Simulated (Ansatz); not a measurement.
Relaxation of a periodic cell of 63 atoms, Si (host Si, host structure diamond, one Si atom removed), cell charge +1, to a largest force component of 0.03 eV/Å in at most 60 steps.

All numbers below come from DFT PBE-D3(BJ), scalar-relativistic, plane waves, PAW (Ansatz). Settings: PAW set soft_1, cutoff 420 eV, k mesh 1x1x1, gaussian smearing 0.02 eV, spin collinear.

```xyz
63
Lattice="10.8600 0.0000 0.0000 0.0000 10.8600 0.0000 0.0000 0.0000 10.8600" Properties=species:S:1:pos:R:3:forces:R:3
Si 5.445 0.031 -0.072 -0.24 -0.55 0.61
Si 6.749 1.336 1.319 0.43 0.32 0.38
Si 8.148 2.737 0.009 -0.21 -0.13 -0.19
Si 9.487 4.033 1.428 0.36 0.78 -0.96
Si 8.076 -0.055 2.725 0.37 0.18 -0.63
Si 9.463 1.339 4.072 0.08 0.05 -0.02
Si 0.040 -0.027 0.052 -0.63 0.42 -1.11
Si 1.336 1.334 1.332 0.56 0.43 0.46
Si 2.770 2.675 0.028 -0.74 0.35 -0.29
Si 4.060 4.098 1.332 0.25 -0.40 0.48
Si 5.473 5.354 -0.007 -0.78 1.43 0.10
Si 6.773 6.774 1.359 -0.02 0.02 -0.09
Si 8.162 8.154 0.020 -0.37 -0.16 -0.40
Si 9.522 9.507 1.311 -0.41 -0.08 0.97
Si 2.674 -0.022 2.773 0.75 0.34 -0.69
Si 4.087 1.329 4.054 0.10 0.39 0.08
Si 5.441 2.739 2.720 -0.58 -0.54 -0.72
Si 6.772 4.077 3.997 0.30 0.32 0.97
Si 8.153 5.440 2.725 -0.29 0.22 -0.07
Si 9.432 6.834 4.084 1.46 -0.92 -0.78
Si 5.486 0.101 5.470 -0.71 -1.41 -0.88
Si 6.777 1.332 6.803 0.53 1.63 0.35
Si 8.153 2.761 5.414 -0.40 -0.49 0.14
Si 9.523 4.036 6.808 -0.29 0.44 0.22
Si 8.105 0.004 8.137 0.34 -0.05 0.36
Si 9.503 1.392 9.471 0.01 -0.63 0.58
Si 0.017 5.485 0.007 -0.38 -1.51 -0.17
Si 1.358 6.770 1.320 0.14 0.50 0.68
Si 2.704 8.141 -0.016 0.39 0.30 0.75
Si 4.069 9.539 1.384 -0.09 -0.15 -0.40
Si 0.009 2.717 2.721 0.27 -0.33 0.38
Si 1.399 4.071 4.116 -0.58 0.25 -0.15
Si 2.717 5.429 2.694 0.27 0.43 0.05
Si 4.089 6.826 4.068 -0.38 0.06 -0.22
Si 6.759 9.469 4.089 -0.32 0.04 0.28
Si 0.027 -0.004 5.387 -0.67 0.29 0.49
Si 1.319 1.403 6.769 0.75 -0.79 -0.56
Si 2.750 2.697 5.403 -0.15 -0.08 0.18
Si 4.034 4.076 6.762 0.12 0.41 -0.23
Si 5.444 5.472 5.390 0.21 -0.29 0.08
Si 6.772 6.829 6.786 0.65 -0.58 -0.10
Si 8.212 8.119 5.398 -1.35 0.96 1.04
Si 9.487 9.540 6.802 0.35 -0.07 -0.37
Si 2.700 0.032 8.123 0.11 0.11 0.21
Si 4.092 1.405 9.487 -0.75 -0.52 -0.13
Si 5.370 2.766 8.144 1.02 -0.18 -0.39
Si 6.767 4.106 9.480 0.58 -0.72 -0.06
Si 8.166 5.450 8.203 -0.34 -0.30 -1.07
Si 9.515 6.750 9.499 0.13 0.86 0.23
Si 0.007 8.163 2.705 -0.24 -0.35 -0.19
Si 1.340 9.527 4.044 -0.05 -0.82 0.54
Si -0.036 5.443 5.458 0.12 -0.08 -0.47
Si 1.337 6.766 6.794 0.22 0.10 -0.06
Si 2.709 8.172 5.439 0.24 0.22 -0.25
Si 4.090 9.560 6.777 0.00 -0.33 0.11
Si 0.044 2.666 8.130 -0.66 0.59 0.17
Si 1.358 4.029 9.456 0.25 0.36 0.88
Si 2.721 5.425 8.137 -0.09 0.18 0.12
Si 4.044 6.849 9.506 0.25 -1.41 0.23
Si 5.393 8.082 8.148 0.18 1.22 -0.29
Si 6.761 9.492 9.489 0.22 -0.44 -0.05
Si 0.031 8.173 8.137 -0.33 -0.14 0.21
Si 1.370 9.523 9.524 0.03 0.26 -0.34
```

Problem. Where does it end, and by what steps?

Solution. The run converged. Limits of this set-up: coarse k mesh, a typed lattice constant that wasn't relaxed here, charged cell in a uniform background, uncorrected. After 4 steps the energy has fallen by 1.313 eV; Si21 moved furthest, 0.12 Å.

| step | energy less start (eV) | largest force component (eV/Å) | accepted |
| --- | --- | --- | --- |
| 0 | 0.0000 | 1.626 | yes |
| 1 | -1.2128 | 0.453 | yes |
| 2 | -1.3076 | 0.092 | yes |
| 3 | -1.2021 | 0.280 | no |
| 4 | -1.3134 | 0.010 | yes |

```xyz
63
Lattice="10.8600 0.0000 0.0000 0.0000 10.8600 0.0000 0.0000 0.0000 10.8600" Properties=species:S:1:pos:R:3
Si 5.450 -0.017 0.018
Si 6.790 1.364 1.359
Si 8.150 2.718 -0.002
Si 9.492 4.085 1.350
Si 8.110 -0.027 2.713
Si 9.486 1.355 4.071
Si -0.011 -0.005 0.008
Si 1.367 1.343 1.344
Si 2.714 2.718 0.000
Si 4.076 4.073 1.350
Si 5.426 5.434 -0.007
Si 6.709 6.823 1.380
Si 8.119 8.147 0.020
Si 9.486 9.496 1.366
Si 2.749 -0.022 2.734
Si 4.074 1.374 4.074
Si 5.432 2.721 2.710
Si 6.791 4.079 4.061
Si 8.117 5.461 2.706
Si 9.486 6.805 4.055
Si 5.422 0.005 5.425
Si 6.800 1.359 6.780
Si 8.149 2.724 5.424
Si 9.504 4.079 6.785
Si 8.150 0.003 8.143
Si 9.503 1.363 9.499
Si -0.006 5.436 -0.004
Si 1.351 6.793 1.353
Si 2.751 8.128 0.024
Si 4.110 9.472 1.393
Si 0.013 2.719 2.710
Si 1.365 4.099 4.078
Si 2.751 5.466 2.691
Si 4.112 6.834 4.038
Si 6.694 9.468 4.033
Si -0.008 0.006 5.425
Si 1.350 1.363 6.784
Si 2.711 2.726 5.424
Si 4.057 4.086 6.776
Si 5.453 5.458 5.405
Si 6.793 6.798 6.786
Si 8.113 8.153 5.397
Si 9.489 9.512 6.776
Si 2.710 0.004 8.148
Si 4.056 1.356 9.507
Si 5.445 2.718 8.139
Si 6.798 4.078 9.501
Si 8.149 5.435 8.141
Si 9.490 6.789 9.505
Si 0.000 8.150 2.711
Si 1.349 9.508 4.070
Si -0.012 5.447 5.415
Si 1.366 6.782 6.765
Si 2.748 8.173 5.402
Si 4.074 9.514 6.796
Si 0.003 2.721 8.142
Si 1.351 4.079 9.501
Si 2.713 5.437 8.138
Si 4.075 6.788 9.490
Si 5.432 8.150 8.142
Si 6.791 9.502 9.499
Si 0.013 8.148 8.140
Si 1.364 9.516 9.520
```

Whether the end is a true minimum wasn't checked by a vibrational analysis.

The run took 2.2 min on 4 threads of Arm Neoverse V1, with other jobs on the host, peak memory 1.6 GiB.
